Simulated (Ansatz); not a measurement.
## NiO, one cell by several methods

```
Ni O
1.0
     0.00000    2.09131    2.09131
     2.09131    0.00000    2.09131
     2.09131    2.09131    0.00000
Ni O
1 1
Direct
  0.00000 0.00000 0.00000
  0.50000 0.50000 0.50000
```

Atom numbers follow the list: Ni1, O2.

The cell is COD entry 4320487, as deposited and not checked against the literature; nothing was relaxed.

Semilocal functionals without U often leave such compounds metallic or with too small a gap, and the real magnetic order may differ.

The magnetic state is the one reached from the start moments; no search over orders was made, so it needn't be the ground state.

Methods: DFT, PBE, PAW with Ansatz's default frozen-core files, scalar-relativistic (Ansatz 0.2.0); DFT, PBE, all-electron LAPW, scalar-relativistic (Ansatz 0.2.0).

For PAW: a Γ-centred 15×15×15 k mesh, Fermi–Dirac smearing of 0.03 eV, cutoff 420 eV, spin-polarised from start moments Ni1 1.5 μB. LAPW targets a basis error of 0.25 meV/atom. The Ansatz runs share mesh, smearing and spin set-up. Plane-wave (PAW) pressures include the program's estimate of the Pulay term.

Stress and pressure are positive in compression.

Levels count from the Fermi level.

PAW results:

| quantity | PAW |
| --- | --- |
| pressure (GPa) | 4.17 |
| moment of the cell (μB) | 1.744 |
| highest filled spin-up level at Γ (eV) | -2.663 |
| lowest empty spin-up level at Γ (eV) | 1.410 |
| highest filled spin-up level at W (eV) | -1.277 |
| lowest empty spin-up level at W (eV) | 8.335 |
| highest filled spin-up level at X (eV) | -1.657 |
| lowest empty spin-up level at X (eV) | 6.001 |

Question: What does full-potential LAPW give for the same quantities?

Answer: 
```json
{"quantity": "pressure (GPa)", "LAPW": "4.71"}
{"quantity": "moment of the cell (μB)", "LAPW": "1.791"}
{"quantity": "highest filled spin-up level at Γ (eV)", "LAPW": "-2.677"}
{"quantity": "lowest empty spin-up level at Γ (eV)", "LAPW": "1.427"}
{"quantity": "highest filled spin-up level at W (eV)", "LAPW": "-1.327"}
{"quantity": "lowest empty spin-up level at W (eV)", "LAPW": "8.343"}
{"quantity": "highest filled spin-up level at X (eV)", "LAPW": "-1.673"}
{"quantity": "lowest empty spin-up level at X (eV)", "LAPW": "6.002"}
```
